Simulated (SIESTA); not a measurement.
Crystal: Pt.

```xyz
1
Lattice="-1.5842 1.5842 1.5842 1.5842 -1.5842 1.5842 1.5842 1.5842 -1.5842" Properties=species:S:1:pos:R:3 pbc="T T T"
Pt    0.0000    0.0000    0.0000
```

This isn't the form of Pt at room conditions, which is fcc.

- Program: SIESTA 5.4.2
- Task: relaxation of cell and atoms
- Functional: PBEsol
- Potentials or basis: PseudoDojo 0.4 standard (PBEsol files)
- Basis: DZP (energy shift 0.003 Ry; two zetas on semicore shells)
- Grid cutoff: 800 Ry
- Energy shift: 0.003 Ry
- k mesh: 9 × 9 × 9
- Occupations: fermi-dirac, width 0.05 eV
- Spin: no spin polarisation

At the start: pressure -9.4 GPa; volume 15.90 Å³/atom.

Task: How do energy, volume and symmetry change on relaxing?

Result: Over 3 steps the energy falls by 18.3 meV/atom and the volume is 15.32 Å³/atom (-3.7 %); space group Im-3m (No. 229, to 0.05 Å).

The path:
```
step  energy change (eV)  largest force (eV/Å)  pressure (GPa)  volume (Å³)
   1              0.0000                0.0000           -9.44        15.90
   2             -0.0182                0.0000            0.76        15.28
   3             -0.0183                0.0000           -0.03        15.32
```

Final structure:
```yaml
crystal:
  lattice:
    - [-1.56466, 1.56465, 1.56465]
    - [1.56465, -1.56466, 1.56465]
    - [1.56465, 1.56465, -1.56466]
  atoms:
    - { symbol: Pt, position: [0.00000, 0.00000, 0.00000] }
```

Caveat: short orbitals over semicore shells can move pressures by several GPa; the basis of atomic orbitals isn't converged, which shifts pressures, moduli and gaps.
